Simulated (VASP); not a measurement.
**A VASP 6.6.1 single-point calculation on Mg2Si**

INCAR

```
NSW = 0
NELM = 120
LASPH = .TRUE.
ISIF = 2
IBRION = -1
MAGMOM = 1 1 1
LREAL = .FALSE.
NBANDS = 11
EDIFF = 1E-7
ENCUT = 520
PREC = Accurate
LCHARG = .FALSE.
ISMEAR = -1
LWAVE = .FALSE.
GGA = PE
ISPIN = 2
SIGMA = 0.02
```

KPOINTS

```
KPOINTS created by Atomic Simulation Environment
0
Gamma
8 8 8
0 0 0
```

POSCAR

```
Si Mg
 1.0000000000000000
     0.0000000000000000    3.2640320809999999    3.2640320809999999
     3.2640320809999999    0.0000000000000000    3.2640320809999999
     3.2640320809999999    3.2640320809999999    0.0000000000000000
 Si  Mg
   1   2
Cartesian
  0.0000000000000000  0.0000000000000000  0.0000000000000000
  1.6320160404999999  1.6320160404999999  1.6320160404999999
  4.8960481214999998  4.8960481214999998  4.8960481214999998
```

The recommended PBE PAW datasets give the neutral cell 8 valence electrons.

Command

```
mpirun -np 1 vasp_std
```

Problem. Predict the outcome of this run.

Solution. It converged. Results: pressure -3.7 GPa; magnetic moment of the cell 0.00 μB.

OSZICAR

```
N       E                     dE             d eps       ncg     rms          rms(c)
DAV:   1     0.527715761063E+01    0.52772E+01   -0.24851E+03  1276   0.490E+02
DAV:   2    -0.787330073672E+01   -0.13150E+02   -0.12371E+02  1648   0.632E+01
DAV:   3    -0.851433775681E+01   -0.64104E+00   -0.63396E+00  1619   0.112E+01
DAV:   4    -0.852049114045E+01   -0.61534E-02   -0.61522E-02  1528   0.134E+00
DAV:   5    -0.852055812251E+01   -0.66982E-04   -0.66981E-04  1593   0.145E-01    0.519E+00
DAV:   6    -0.888481929691E+01   -0.36426E+00   -0.13230E+00  1429   0.426E+00    0.210E+00
DAV:   7    -0.884746818784E+01    0.37351E-01   -0.29694E-01  1464   0.234E+00    0.153E+00
DAV:   8    -0.885118057837E+01   -0.37124E-02   -0.23288E-02  1393   0.941E-01    0.820E-01
DAV:   9    -0.884960264616E+01    0.15779E-02   -0.16863E-03  1525   0.278E-01    0.298E-01
DAV:  10    -0.885007377645E+01   -0.47113E-03   -0.14041E-03  1339   0.219E-01    0.128E-01
DAV:  11    -0.885011786385E+01   -0.44087E-04   -0.11289E-04  1417   0.877E-02    0.751E-02
DAV:  12    -0.885015294774E+01   -0.35084E-04   -0.33433E-05  1369   0.388E-02    0.205E-02
DAV:  13    -0.885015613828E+01   -0.31905E-05   -0.49057E-06  1505   0.146E-02    0.680E-03
DAV:  14    -0.885015639638E+01   -0.25811E-06   -0.41473E-07  1429   0.512E-03    0.241E-03
DAV:  15    -0.885015679519E+01   -0.39881E-06   -0.93864E-07  1336   0.481E-03    0.735E-04
DAV:  16    -0.885015686142E+01   -0.66234E-07   -0.70716E-08  1251   0.204E-03
   1 F= -.88501569E+01 E0= -.88501550E+01  d E =-.378093E-05  mag=    -0.0000
```

Standard output (part)

```
POSCAR found type information on POSCAR SiMg
 POSCAR found :  2 types and       3 ions
 LDA part: xc-table for (Slater+PW92), standard interpolation
 POSCAR, INCAR and KPOINTS ok, starting setup
 WAVECAR not read
 entering main loop
```

For comparison, a separate PBE run of the intended cell, on usual settings and not on those above, gives a gap of 0.29 eV on its mesh and a pressure of -3.7 GPa.
